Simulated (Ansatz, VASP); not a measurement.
# HfZnO3 in two plane-wave programs, part 3 of 3

Wanted: the spread between two codes on one cell, functional and k mesh. The cell is generated by rule, not measured, and may not be a known phase. The cell is taken from a series of runs on this material, whose earlier steps may have relaxed, scaled, displaced or heated it; both programs get it as it stands.

VASP 6.6.1 and Ansatz 0.2.0.

So far: Set-up; Ansatz: zone-centre phonons, PBEsol; VASP: zone-centre phonons, PBEsol.

## Step 3: VASP: zone-centre phonons, PBEsol (continued)

Level of this step: PBEsol; plane waves and PAW (Zn, Hf_pv, O); invented cell (VASP).

Numbers of over 12 decimals in the logs are rounded to 6 here.

Parts of OUTCAR (step 3):

```text
ion  position               nearest neighbor table
   1  0.000  0.870  0.496-   5 1.96   5 1.96  10 2.06   9 2.21   4 3.37   4 3.37   4 3.39   4 3.39

  LATTYP: Found a simple orthorhombic cell.
 ALAT       =     3.5117176667
 B/A-ratio  =     1.4990467385
 C/A-ratio  =     1.9733317745

 Subroutine GETGRP returns: Found  4 space group operations
 (whereof  2 operations were pure point group operations)

The static configuration has the point symmetry C_1h.
 The point group associated with its full space group is C_2v.

 Found     36 irreducible k-points:

   k-points           NKPTS =     36   k-points in BZ     NKDIM =     36   number of bands    NBANDS=     50

   dimension x,y,z NGX =    28 NGY =   56 NGZ =   42
   dimension x,y,z NGXF=    56 NGYF=  112 NGZF=   84

   ENCUT  =  600.0 eV  44.10 Ry    6.64 a.u.   7.01 13.84 10.51*2*pi/ulx,y,z

   NELECT =      80.0000    total number of electrons

 k-points in reciprocal lattice and weights: Automatic mesh
   0.00000000  0.00000000  0.00000000       0.010
   0.16666667  0.00000000  0.00000000       0.021
   0.33333333  0.00000000  0.00000000       0.021
   0.50000000  0.00000000  0.00000000       0.010
   0.00000000  0.25000000  0.00000000       0.021
   0.16666667  0.25000000  0.00000000       0.042
   0.33333333  0.25000000  0.00000000       0.042
   0.50000000  0.25000000  0.00000000       0.021
   0.00000000  0.50000000  0.00000000       0.010
[...]
0.33333333  0.50000000  0.50000000       0.021
   0.50000000  0.50000000  0.50000000       0.010

 average (electrostatic) potential at core
       1 -35.5928       2 -35.5928       3 -38.7698       4 -38.7698       5 -71.9959
       6 -71.5566       7 -71.5566       8 -71.9959       9 -73.0137      10 -73.0137

  Total       -0.5355912     -1.0478548     -1.0362406      0.0000000      0.0000000      0.0000000
  in kB       -6.6983829    -13.1050185    -12.9597645      0.0000000      0.0000000      0.0000000
  external PRESSURE =     -10.9210553 kB  Pullay stress =       0.0000000 kB

  energy-cutoff  :      600.00
  volume of cell :      128.11
[...]
0.000000  0.902739  5.242282     0.000000   -0.024731    0.006679
      1.755859  2.090958  2.626505    -0.000000    0.108231   -0.011777
      1.755859  4.838826  5.258619    -0.000000    0.108231    0.011777
      1.755859  5.949378  3.472805    -0.000000    0.087923   -0.095911
      1.755859  3.748545  1.664688     0.000000   -0.485919    0.475885
      1.755859  3.181239  4.296803    -0.000000   -0.485919   -0.475885
      1.755859  0.980406  0.840691    -0.000000    0.087923    0.095911
      0.000000  1.229118  3.210998     0.000000    0.086318   -0.022952
      0.000000  5.700666  0.578884    -0.000000    0.086318    0.022952

   2 f  =   20.226774 THz   127.088566 2PiTHz  674.692542 cm-1    83.651176 meV
             X         Y         Z           dx          dy          dz
      0.000000  6.027045  2.610168    -0.000000    0.004660   -0.001083
      0.000000  0.902739  5.242282    -0.000000   -0.004660   -0.001083
      1.755859  2.090958  2.626505     0.000000   -0.088202    0.094804
      1.755859  4.838826  5.258619     0.000000    0.088202    0.094804
      1.755859  5.949378  3.472805     0.000000   -0.035135    0.050333
      1.755859  3.748545  1.664688    -0.000000    0.554927   -0.405640
      1.755859  3.181239  4.296803    -0.000000   -0.554927   -0.405640
      1.755859  0.980406  0.840691     0.000000    0.035135    0.050333
      0.000000  1.229118  3.210998    -0.000000    0.072755    0.040746
      0.000000  5.700666  0.578884    -0.000000   -0.072755    0.040746

   3 f  =   18.228434 THz   114.532628 2PiTHz  608.035105 cm-1    75.386711 meV
             X         Y         Z           dx          dy          dz
      0.000000  6.027045  2.610168    -0.041896   -0.000000    0.000000
      0.000000  0.902739  5.242282    -0.041896   -0.000000   -0.000000
      1.755859  2.090958  2.626505     0.165469    0.000000   -0.000000
      1.755859  4.838826  5.258619     0.165469    0.000000   -0.000000
      1.755859  5.949378  3.472805     0.198210   -0.000000   -0.000000
      1.755859  3.748545  1.664688    -0.009238   -0.000000    0.000000
      1.755859  3.181239  4.296803    -0.009238    0.000000    0.000000
      1.755859  0.980406  0.840691     0.198210   -0.000000   -0.000000
      0.000000  1.229118  3.210998    -0.656881   -0.000000   -0.000000
      0.000000  5.700666  0.578884    -0.656881    0.000000    0.000000

   4 f  =   17.912420 THz   112.547056 2PiTHz  597.494028 cm-1    74.079785 meV
             X         Y         Z           dx          dy          dz
      0.000000  6.027045  2.610168    -0.002432   -0.000000   -0.000000
      0.000000  0.902739  5.242282     0.002432   -0.000000    0.000000
      1.755859  2.090958  2.626505    -0.176686   -0.000000   -0.000000
      1.755859  4.838826  5.258619     0.176686    0.000000    0.000000
      1.755859  5.949378  3.472805     0.003471    0.000000   -0.000000
      1.755859  3.748545  1.664688     0.079267    0.000000   -0.000000
      1.755859  3.181239  4.296803    -0.079267   -0.000000    0.000000
      1.755859  0.980406  0.840691    -0.003471   -0.000000   -0.000000
      0.000000  1.229118  3.210998     0.680059   -0.000000    0.000000
      0.000000  5.700666  0.578884    -0.680059    0.000000    0.000000

   5 f  =   16.684287 THz   104.830466 2PiTHz  556.527907 cm-1    69.000635 meV
             X         Y         Z           dx          dy          dz
      0.000000  6.027045  2.610168    -0.000000    0.017970    0.001325
      0.000000  0.902739  5.242282    -0.000000   -0.017970    0.001325
      1.755859  2.090958  2.626505    -0.000000   -0.125590   -0.022126
      1.755859  4.838826  5.258619     0.000000    0.125590   -0.022126
      1.755859  5.949378  3.472805     0.000000   -0.282460    0.372713
      1.755859  3.748545  1.664688     0.000000   -0.107521   -0.009819
      1.755859  3.181239  4.296803    -0.000000    0.107521   -0.009819
      1.755859  0.980406  0.840691     0.000000    0.282460    0.372713
      0.000000  1.229118  3.210998     0.000000    0.409878   -0.291645
      0.000000  5.700666  0.578884    -0.000000   -0.409878   -0.291645

   6 f  =   15.136226 THz    95.103711 2PiTHz  504.890143 cm-1    62.598371 meV
             X         Y         Z           dx          dy          dz
      0.000000  6.027045  2.610168     0.000000    0.008482    0.022011
      0.000000  0.902739  5.242282    -0.000000    0.008482   -0.022011
      1.755859  2.090958  2.626505     0.000000   -0.094418    0.022234
      1.755859  4.838826  5.258619    -0.000000   -0.094418   -0.022234
      1.755859  5.949378  3.472805    -0.000000    0.111405   -0.548980
      1.755859  3.748545  1.664688     0.000000    0.158290    0.029313
      1.755859  3.181239  4.296803     0.000000    0.158290   -0.029313
      1.755859  0.980406  0.840691     0.000000    0.111405    0.548980
      0.000000  1.229118  3.210998     0.000000    0.028746   -0.386656
      0.000000  5.700666  0.578884    -0.000000    0.028746    0.386656

   7 f  =   14.281086 THz    89.730712 2PiTHz  476.365768 cm-1    59.061801 meV
             X         Y         Z           dx          dy          dz
      0.000000  6.027045  2.610168    -0.278761    0.000000   -0.000000
      0.000000  0.902739  5.242282     0.278761    0.000000    0.000000
      1.755859  2.090958  2.626505    -0.002443    0.000000   -0.000000
      1.755859  4.838826  5.258619     0.002443    0.000000    0.000000
      1.755859  5.949378  3.472805     0.649342   -0.000000    0.000000
      1.755859  3.748545  1.664688    -0.025247    0.000000   -0.000000
      1.755859  3.181239  4.296803     0.025247    0.000000    0.000000
      1.755859  0.980406  0.840691    -0.649342   -0.000000   -0.000000
      0.000000  1.229118  3.210998    -0.002003    0.000000   -0.000000
      0.000000  5.700666  0.578884     0.002003    0.000000    0.000000

   8 f  =   14.122219 THz    88.732518 2PiTHz  471.066515 cm-1    58.404778 meV
             X         Y         Z           dx          dy          dz
      0.000000  6.027045  2.610168    -0.000000   -0.000345    0.008274
      0.000000  0.902739  5.242282     0.000000   -0.000345   -0.008274
      1.755859  2.090958  2.626505    -0.000000    0.095496   -0.144704
      1.755859  4.838826  5.258619    -0.000000    0.095496    0.144704
      1.755859  5.949378  3.472805     0.000000    0.267219   -0.212391
      1.755859  3.748545  1.664688    -0.000000   -0.069000   -0.080928
      1.755859  3.181239  4.296803     0.000000   -0.069000    0.080928
      1.755859  0.980406  0.840691    -0.000000    0.267219    0.212391
      0.000000  1.229118  3.210998     0.000000   -0.516374    0.274600
      0.000000  5.700666  0.578884     0.000000   -0.516374   -0.274600

   9 f  =   13.967516 THz    87.760490 2PiTHz  465.906178 cm-1    57.764978 meV
             X         Y         Z           dx          dy          dz
      0.000000  6.027045  2.610168     0.268578    0.000000    0.000000
      0.000000  0.902739  5.242282     0.268578    0.000000   -0.000000
      1.755859  2.090958  2.626505     0.082408    0.000000    0.000000
      1.755859  4.838826  5.258619     0.082408   -0.000000    0.000000
      1.755859  5.949378  3.472805    -0.622192    0.000000   -0.000000
      1.755859  3.748545  1.664688    -0.010353   -0.000000   -0.000000
      1.755859  3.181239  4.296803    -0.010353   -0.000000    0.000000
      1.755859  0.980406  0.840691    -0.622192    0.000000    0.000000
      0.000000  1.229118  3.210998    -0.183969   -0.000000    0.000000
      0.000000  5.700666  0.578884    -0.183969   -0.000000   -0.000000
    [... 271 further lines ...]
      0.000000  1.229118  3.210998    -0.068189   -0.000000    0.000000
      0.000000  5.700666  0.578884     0.068189   -0.000000    0.000000

 MACROSCOPIC STATIC DIELECTRIC TENSOR IONIC CONTRIBUTION
 ------------------------------------------------------
           5.562013     0.000000    -0.000000
           0.000000    17.171965    -0.000000
          -0.000000    -0.000000    11.571448
 ------------------------------------------------------

 ELASTIC MODULI CONTR FROM IONIC RELAXATION (kBar)
 Direction    XX          YY          ZZ          XY          YZ          ZX
 --------------------------------------------------------------------------------
 XX        -984.8069    -12.8688    291.8534      0.0000      0.0000     -0.0000
 YY         -12.8688  -1717.3480   -675.1224      0.0000     -0.0000      0.0000
 ZZ         291.8534   -675.1224   -825.1581      0.0000     -0.0000      0.0000
 XY           0.0000      0.0000      0.0000   -290.5580     -0.0000     -0.0000
 YZ           0.0000     -0.0000     -0.0000     -0.0000  -1038.4958     -0.0000
 ZX          -0.0000      0.0000      0.0000     -0.0000     -0.0000   -395.7685
 --------------------------------------------------------------------------------

 PIEZOELECTRIC TENSOR IONIC CONTR  for field in x, y, z        (C/m^2)
          XX          YY          ZZ          XY          YZ          ZX
  --------------------------------------------------------------------------------
  x    -0.00000    -0.00000    -0.00000     0.00000    -0.00000     1.32785
  y    -0.00000    -0.00000    -0.00000    -0.00000    -0.41955     0.00000
  z     1.72233     0.65624     0.02069    -0.00000    -0.00000    -0.00000
```

The dielectric response converges more slowly with the mesh than energies do, so tensor and charges may still move on a finer one. With imaginary modes the cell is no minimum, so the ionic parts of its dielectric, piezoelectric and elastic tensors have no meaning. Harder data sets than Hf_pv exist (the GW ones), and pressures, volumes and forces can shift noticeably with them.

## Step 4: Comparison

Known differences besides the potentials themselves: fixed occupations in Ansatz, narrow Gaussian smearing in VASP; the data sets hold 112 valence electrons in Ansatz (on its PAW soft_1 files) and 80 in VASP; the cutoff is 420 eV in Ansatz and 600 eV in VASP; Ansatz makes its cores anew for this functional, VASP keeps those of its PBE data sets. Total energies have different zeros and are not compared.

The two programs side by side:

| quantity | Ansatz | VASP | difference |
| --- | --- | --- | --- |
| ε∞ xx | 4.48 | 4.44 | +0.69 % |
| ε∞ yy | 4.54 | 4.50 | +1.00 % |
| ε∞ zz | 4.86 | 4.85 | +0.16 % |
| Born charge of Zn1 (mean of the diagonal) (e) | 2.30 | 2.30 | +0.01 |
| Born charge of Hf3 (mean of the diagonal) (e) | 4.79 | 4.77 | +0.02 |
| Born charge of O5 (mean of the diagonal) (e) | -2.29 | -2.28 | -0.01 |
| optical mode 1 (imaginary, printed as negative) (cm⁻¹) | -140.2 | -132.4 | -7.8 |
| optical mode 2 (cm⁻¹) | 74.7 | 78.4 | -4.77 % |
| optical mode 3 (cm⁻¹) | 86.6 | 89.2 | -2.87 % |
| optical mode 4 (cm⁻¹) | 94.8 | 94.9 | -0.12 % |
| optical mode 5 (cm⁻¹) | 103.0 | 106.9 | -3.64 % |
| optical mode 6 (cm⁻¹) | 121.5 | 120.7 | +0.63 % |
| optical mode 7 (cm⁻¹) | 130.9 | 131.4 | -0.37 % |
| optical mode 8 (cm⁻¹) | 144.0 | 148.8 | -3.19 % |
| optical mode 9 (cm⁻¹) | 164.7 | 171.2 | -3.81 % |
| optical mode 10 (cm⁻¹) | 175.8 | 177.2 | -0.81 % |
| optical mode 11 (cm⁻¹) | 225.8 | 228.1 | -1.02 % |
| optical mode 12 (cm⁻¹) | 239.3 | 240.6 | -0.56 % |
| optical mode 13 (cm⁻¹) | 246.6 | 250.1 | -1.40 % |
| optical mode 14 (cm⁻¹) | 277.0 | 279.0 | -0.73 % |
| optical mode 15 (cm⁻¹) | 282.3 | 288.8 | -2.24 % |
| optical mode 16 (cm⁻¹) | 353.1 | 357.6 | -1.23 % |
| optical mode 17 (cm⁻¹) | 409.9 | 410.4 | -0.13 % |
| optical mode 18 (cm⁻¹) | 430.1 | 432.0 | -0.45 % |
| optical mode 19 (cm⁻¹) | 453.6 | 465.9 | -2.64 % |
| optical mode 20 (cm⁻¹) | 463.6 | 471.1 | -1.59 % |

Modes are paired by rising frequency, not by their patterns, so a pair may set unlike modes beside each other; they are those without the splitting of longitudinal modes.

## Step 5: Results

| Quantity | Value |
| --- | --- |
| r.m.s. difference of the optical zone-centre modes, each program's sorted by frequency (zone-centre phonons, PBEsol) | 4.3 cm⁻¹ |
| difference in optical mode 2 (zone-centre phonons, PBEsol) | -4.8 % |

**Reading.** The r.m.s. difference of the optical zone-centre modes, each program's sorted by frequency is 4.3 cm⁻¹ (zone-centre phonons, PBEsol). The data sets hold unlike numbers of valence electrons (112 in Ansatz and 80 in VASP), so part of the differences comes from the potentials. Among the rows given in per cent, the largest difference of the zone-centre phonons, PBEsol pair is in optical mode 2, -4.8 %. Such differences can come from data sets, numerical settings and the points named under the comparisons, not from the functional's error against experiment.

[Lines on the potential files, build, host, timing and source positions are cut from VASP's logs without a mark.]

[Logs are printed without paths, hosts, clocks, repeated set-up lines and the standing remarks that a program may print on its own settings, such as how far it seeks lower states.]

[Hosts, paths, dates, database ids (printed as entryN), source tags and the programs' standing remarks are cut or masked in the printed files.]
